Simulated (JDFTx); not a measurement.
Runs of JDFTx 1.7.0 (patched build) on TiO2 (Anatase). It takes space group I4_1/amd (No. 141, tetragonal). Conventional cell: a = 3.784 Å, b = 3.784 Å, c = 9.515 Å, α = 90.00°, β = 90.00°, γ = 90.00°. Around Ti (site symmetry -4m2) lie 6 O at 1.93 to 1.98 Å. O (site symmetry 2mm) has 3 Ti at 1.93 to 1.98 Å as nearest neighbours. 

```tsv
task	level	potentials or basis	k mesh	local potential set to -Z/r beyond	max SCF steps	SCF threshold on the energy	solver of the electrons	further solve for the empty bands	mesh quality	gap on the mesh (eV)	pressure (GPa)	largest force (eV/Å)
single point	LDA	PseudoDojo-SR-LDA-0.4.1-standard with smoothed tails	5 × 5 × 5	6 bohr	100	1e-09 Ha	scf	yes	coarse	2.05	-7.0	0.14
single point	PBEsol	PseudoDojo-SR-PBEsol-0.4.1-standard with smoothed tails	10 × 10 × 10	6 bohr	100	1e-09 Ha	scf	yes	not flagged	2.11	-1.6	0.03
single point	PBEsol	PseudoDojo-SR-PBEsol-0.4.1-standard with smoothed tails	5 × 5 × 5	6 bohr	100	1e-09 Ha	scf	yes	coarse	2.11	-1.6	0.03
single point	PBE	PseudoDojo-SR-PBE-0.5-standard	10 × 10 × 10	-	100	1e-09 Ha	scf	yes	not flagged	(a)	(b)	0.08
```

Alike in all rows: no spin polarisation; cell as given; cutoff (eV) 1143; smearing fermi-dirac 0.05 eV.

Question: Fill in the values left out.

Answer: (a) 2.16; (b) 4.6.

Caveats: some runs use coarse meshes; an odd mesh through Γ misses points on the zone boundary, where band edges often lie (some runs); the empty levels aren't tightly converged (some runs).

Not every run made on this cell is shown here.
